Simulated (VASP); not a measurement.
## Cs2SnI6: band structure with PBE

**What was measured.**

From “Changes in charge density vs changes in formal oxidation states: The case of Sn halide perovskites and their ordered vacancy analogues”, 2017, arxiv:1705.01565, for a powder of Cs2SnI6: band gap 1.3 eV (optical).

The system is Cs2SnI6.

```
Cs Sn I
1.0
     0.00000    5.81380    5.81380
     5.81380    0.00000    5.81380
     5.81380    5.81380    0.00000
Cs Sn I
2 1 6
Direct
  0.25000 0.25000 0.25000
  0.75000 0.75000 0.75000
  0.00000 0.00000 0.00000
  0.75464 0.24536 0.24536
  0.24536 0.75464 0.24536
  0.24536 0.75464 0.75464
  0.75464 0.24536 0.75464
  0.24536 0.24536 0.75464
  0.75464 0.75464 0.24536
```

```
Program                : VASP 6.6.1
Task                   : band structure
Functional             : PBE
Potentials or basis    : VASP PAW PBE potentials, release 64 (Cs_sv, Sn_d, I)
Cutoff                 : 520 eV
k mesh                 : 6 × 6 × 6
Occupations            : gaussian, width 0.03 eV
Spin                   : no spin polarisation
Further INCAR settings : ALGO = Fast; EDIFF = 1e-07
```

```yaml
Pressure: 1.6 GPa
Largest_force: 0.282 eV/Å
Band_gap_on_the_k_mesh: 0.16 eV, direct
Band_gap_along_the_path: 0.16 eV, direct
```

Forces in eV/Å, atoms in the order of the input:
```
Cs   0.000  0.000  0.000
Cs   0.000  0.000  0.000
Sn   0.000  0.000  0.000
I    0.282  0.000  0.000
I    0.000  0.282  0.000
I   -0.282  0.000  0.000
I    0.000 -0.282  0.000
I    0.000  0.000  0.282
I    0.000  0.000 -0.282
```

Levels at the corners of the path, in eV from the valence-band top:
```csv
point,band 34,band 35,band 36,band 37,band 38,band 39,band 40,band 41
Γ,-0.47,0.00,0.00,0.00,0.16,4.04,4.04,4.04
X,-0.71,-0.71,-0.62,-0.03,1.49,4.56,4.56,4.73
X,-0.71,-0.71,-0.62,-0.03,1.49,4.56,4.56,4.73
W,-0.75,-0.62,-0.39,-0.39,1.49,4.53,4.72,4.72
W,-0.75,-0.62,-0.39,-0.39,1.49,4.53,4.72,4.72
K,-0.70,-0.68,-0.60,-0.17,1.46,4.29,4.75,4.91
K,-0.70,-0.68,-0.60,-0.17,1.46,4.29,4.75,4.91
Γ,-0.47,0.00,0.00,0.00,0.16,4.04,4.04,4.04
Γ,-0.47,0.00,0.00,0.00,0.16,4.04,4.04,4.04
L,-0.47,-0.38,-0.29,-0.29,1.14,3.50,5.16,5.16
L,-0.47,-0.38,-0.29,-0.29,1.14,3.50,5.16,5.17
U,-0.70,-0.68,-0.60,-0.17,1.46,4.29,4.75,4.91
U,-0.70,-0.68,-0.60,-0.17,1.46,4.29,4.75,4.91
W,-0.75,-0.62,-0.39,-0.39,1.49,4.53,4.72,4.72
W,-0.75,-0.62,-0.39,-0.39,1.49,4.53,4.72,4.72
L,-0.47,-0.38,-0.29,-0.29,1.14,3.50,5.16,5.16
L,-0.47,-0.38,-0.29,-0.29,1.14,3.50,5.16,5.17
K,-0.70,-0.68,-0.60,-0.17,1.46,4.29,4.75,4.91
U,-0.70,-0.68,-0.60,-0.17,1.46,4.29,4.75,4.91
X,-0.71,-0.71,-0.62,-0.03,1.49,4.56,4.56,4.73
```

Run time: 22 min on 2 MPI ranks on Intel(R) Xeon(R) Platinum 8488C (Sapphire Rapids), with other jobs on the host, peak memory 0.72 GiB a rank.

Measured gap of Cs2SnI6: 1.3 eV (optical; powder; “Changes in charge density vs changes in formal oxidation states: The case of Sn halide perovskites and their ordered vacancy analogues”, 2017, arxiv:1705.01565). This calculation gives 0.16 eV (-1.14 eV). So large a miss can be the level of theory's own, or it may mean another phase, state or a wrong row. Spin-orbit coupling on Cs, I, Sn is left out. The value is that of PBE, without temperature or zero-point motion. Semilocal functionals fall short of measured gaps as a rule.

Caveat: spin-orbit coupling is left out, which moves the levels of the heavy elements.
